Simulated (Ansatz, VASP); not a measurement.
**One calculation of CdF2, two programs**

```
Cd F
1.0
     0.00000    2.64012    2.69400
     2.64012    0.00000    2.69400
     2.64012    2.64012    0.00000
Cd F
1 2
Cartesian
  0.0000 0.0000 0.0000
  3.9602 3.9602 4.0410
  1.3201 1.3201 1.3470
```

Alike in both runs: task single point; functional PBEsol; k mesh 7 × 7 × 7; occupations fermi-dirac, width 0.05 eV; no spin polarisation.

```csv
,VASP,Ansatz
version,VASP 6.6.1,Ansatz 0.2.0
potentials or method,"VASP PAW PBE potentials, release 64 (Cd, F)",Ansatz PAW
plane-wave cutoff (eV),520,420
valence electrons in the cell,26,34
```

|  | VASP | Ansatz | Ansatz less VASP |
| --- | --- | --- | --- |
| gap on the k mesh at the Fermi level (eV) | 3.08 | 3.12 | +0.035 |
| least direct gap on the mesh (eV) | 3.43 | 3.47 | +0.033 |
| pressure (GPa) | 5.5 | 4.5 | -1.00 |
| largest component of the traceless stress (GPa) | 1.50 | 1.53 | +0.028 |

The functional is the same, so the differences come from potentials, cutoffs and numerics. The two sets of potentials don't hold the same shells in valence.

Caveats: the PAW data sets were made with another functional, which shifts forces and pressure a little (VASP); an odd mesh through Γ misses points on the zone boundary, where band edges often lie (VASP); odd divisions of the mesh miss points on the zone boundary, where band edges often lie, so the gap on the mesh can be too wide (Ansatz); the pressure holds a Pulay correction of +0.7 GPa for the finite cutoff (Ansatz); the PAW data sets come from PBE, with cores solved anew for the run's functional, which leaves a small shift of forces and pressure (Ansatz). As with any semilocal functional, this PBEsol gap is likely too small.
